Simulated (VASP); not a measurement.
# InP, equation of state: which settings are enough?

InP, F-43m (no. 216), 2 atoms in the cell. PBEsol; PAW potentials In_d, P (PBE set). VASP 6.6.1.

Wanted: equilibrium volume within 1 %; bulk modulus within 5 %.

What the run is for: equation of state; Accuracy asked: screening.

The series start from Plane-wave cutoff (eV): 330; k-point mesh: 7 × 7 × 7; Volumes: 5 from 0.92 to 1.08; Precision mode (PREC): Accurate; Electronic threshold (eV): 1e-6; Aspherical gradient terms in the spheres (LASPH): yes; Start of each volume: each volume from scratch. Each series keeps the choices made before it, and each single choice may use up half of a tolerance. Times cover all steps of a run.

## Plane-wave cutoff (eV)

| Plane-wave cutoff (eV) | Equilibrium volume (Å³/atom) | Bulk modulus (GPa) | Time (s) |
|---|---|---|---|
| 200 | 25.7 | 78.15 | 13 |
| 260 | 25.41 | 66.77 | 15 |
| 290 | 25.4 | 66.48 | 14 |
| 330 | 25.41 | 66.69 | 23 |
| 380 | 25.4 | 66.59 | 26 |
| 450 | 25.4 | 66.63 | 29 |
| 540 | 25.4 | 66.64 | 31 |
| 680 (reference) | 25.4 | 66.61 | 42 |

## k-point mesh

| k-point mesh | Equilibrium volume (Å³/atom) | Bulk modulus (GPa) | Time (s) |
|---|---|---|---|
| 2 × 2 × 2 | 26.9 | 62.38 | 8.6 |
| 3 × 3 × 3 | 25.73 | 67.54 | 9.1 |
| 4 × 4 × 4 | 25.48 | 67.23 | 10 |
| 5 × 5 × 5 | 25.42 | 67.2 | 11 |
| 7 × 7 × 7 | 25.41 | 66.77 | 15 |
| 8 × 8 × 8 | 25.41 | 67.09 | 18 |
| 10 × 10 × 10 (reference) | 25.41 | 66.85 | 25 |

## Volumes

| Volumes | Equilibrium volume (Å³/atom) | Bulk modulus (GPa) | Time (s) |
|---|---|---|---|
| 5 from 0.88 to 1.12 | 25.49 | 66.83 | 10 |
| 5 from 0.92 to 1.08 | 25.48 | 67.23 | 10 |
| 7 from 0.91 to 1.09 (reference) | 25.49 | 67.06 | 15 |

## Precision mode (PREC)

| Precision mode (PREC) | Equilibrium volume (Å³/atom) | Bulk modulus (GPa) | Time (s) |
|---|---|---|---|
| SingleN | 25.38 | 62.71 | 7.9 |
| Normal | 25.47 | 67.31 | 8.0 |
| Accurate (reference) | 25.49 | 66.83 | 10 |

## Electronic threshold (eV)

| Electronic threshold (eV) | Equilibrium volume (Å³/atom) | Bulk modulus (GPa) | Time (s) |
|---|---|---|---|
| 0.001 | 25.47 | 67.27 | 6.2 |
| 0.0001 | 25.47 | 67.31 | 7.0 |
| 1e-5 | 25.47 | 67.31 | 7.9 |
| 1e-6 | 25.47 | 67.31 | 8.0 |
| 1e-7 (reference) | 25.47 | 67.31 | 8.9 |

## Aspherical gradient terms in the spheres (LASPH)

| Aspherical gradient terms in the spheres (LASPH) | Equilibrium volume (Å³/atom) | Bulk modulus (GPa) | Time (s) |
|---|---|---|---|
| no | 25.47 | 67.24 | 4.2 |
| yes (reference) | 25.47 | 67.27 | 6.2 |

## Start of each volume

| Start of each volume | Equilibrium volume (Å³/atom) | Bulk modulus (GPa) | Time (s) |
|---|---|---|---|
| each volume from scratch | 25.47 | 67.24 | 4.2 |
| orbitals of the volume before (WAVECAR) | 25.47 | 67.31 | 3.8 |

## Question

The rows run from the loosest to the tightest (no order: start of each volume). For each series: choose the loosest value from which every tighter one stays within half of the tolerance; where there is no order, keep the first row unless others stay within half of the tolerance and take at least 30 % less time, and then take the fastest.

## Answer

- Plane-wave cutoff (eV): 260
- k-point mesh: 4 × 4 × 4
- Volumes: 5 from 0.88 to 1.12
- Precision mode (PREC): Normal
- Electronic threshold (eV): 0.001
- Aspherical gradient terms in the spheres (LASPH): no
- Start of each volume: each volume from scratch

## All choices together

| Input | Equilibrium volume (Å³/atom) | Bulk modulus (GPa) | Time (s) |
|---|---|---|---|
| the program's defaults (naive) | 25.5 | 69.86 | 4.6 |
| chosen settings | 25.47 | 67.24 | 4.2 |
| reference settings throughout | 25.41 | 66.43 | 118 |

The tolerance is met.

## The input

INCAR:
```
SYSTEM = InP
GGA      = PS             ! functional
ISMEAR   = 0              ! smearing method
SIGMA    = 0.03           ! smearing width, eV
LWAVE    = .FALSE.        ! write WAVECAR
LCHARG   = .FALSE.        ! write CHGCAR
ISIF     = 2              ! what is computed and relaxed
NSW      = 0              ! ionic steps
PREC     = Normal         ! precision mode
LASPH    = .FALSE.        ! aspherical terms in the spheres
LREAL    = .FALSE.        ! projectors in reciprocal space
ALGO     = Normal         ! electronic algorithm
EDIFF    = 0.001          ! SCF threshold, eV
NELM     = 120            ! most SCF steps
GGA_COMPAT= .FALSE.      
ENCUT    = 260            ! plane-wave cutoff, eV
EFERMI   = MIDGAP        
```

KPOINTS:
```
Automatic mesh
0
Gamma
  4 4 4
  0 0 0
```

POSCAR.step1:
```
InP
1.0
    0.0000000000      2.8082511782      2.8082511782
    2.8082511782      0.0000000000      2.8082511782
    2.8082511782      2.8082511782      0.0000000000
In P
1 1
Direct
    0.0000000000      0.0000000000      0.0000000000
    0.7500000000      0.7500000000      0.7500000000
```

POSCAR.step2:
```
InP
1.0
    0.0000000000      2.8706770916      2.8706770916
    2.8706770916      0.0000000000      2.8706770916
    2.8706770916      2.8706770916      0.0000000000
In P
1 1
Direct
    0.0000000000      0.0000000000      0.0000000000
    0.7500000000      0.7500000000      0.7500000000
```

POSCAR.step3:
```
InP
1.0
    0.0000000000      2.9305000000      2.9305000000
    2.9305000000      0.0000000000      2.9305000000
    2.9305000000      2.9305000000      0.0000000000
In P
1 1
Direct
    0.0000000000      0.0000000000      0.0000000000
    0.7500000000      0.7500000000      0.7500000000
```

POSCAR.step4:
```
InP
1.0
    0.0000000000      2.9879753761      2.9879753761
    2.9879753761      0.0000000000      2.9879753761
    2.9879753761      2.9879753761      0.0000000000
In P
1 1
Direct
    0.0000000000      0.0000000000      0.0000000000
    0.7500000000      0.7500000000      0.7500000000
```

POSCAR.step5:
```
InP
1.0
    0.0000000000      3.0433207931      3.0433207931
    3.0433207931      0.0000000000      3.0433207931
    3.0433207931      3.0433207931      0.0000000000
In P
1 1
Direct
    0.0000000000      0.0000000000      0.0000000000
    0.7500000000      0.7500000000      0.7500000000
```

Commands (each step's output is kept before the next begins):
```
cat potpaw_PBE.64/In_d/POTCAR potpaw_PBE.64/P/POTCAR > POTCAR
cp POSCAR.step1 POSCAR
mpirun -np 1 vasp_std > vasp.out
cp POSCAR.step2 POSCAR
mpirun -np 1 vasp_std > vasp.out
cp POSCAR.step3 POSCAR
mpirun -np 1 vasp_std > vasp.out
cp POSCAR.step4 POSCAR
mpirun -np 1 vasp_std > vasp.out
cp POSCAR.step5 POSCAR
mpirun -np 1 vasp_std > vasp.out
```

The chosen input took VASP 6.6.1 4.2 s on 1 core (Intel Xeon 6975P-C (Granite Rapids)), a shared host.

## An input that fails: cutoff far too low

It runs to its end, but against the unchanged starting input it is off by 4.5 % in the equilibrium volume, 359 % in the bulk modulus.

Changes against the starting input:
```
(all steps)
- PREC = Accurate
- NELM = 120
- ENCUT = 330
+ PREC = Low
+ NELM = 99
+ ENCUT = 150
```
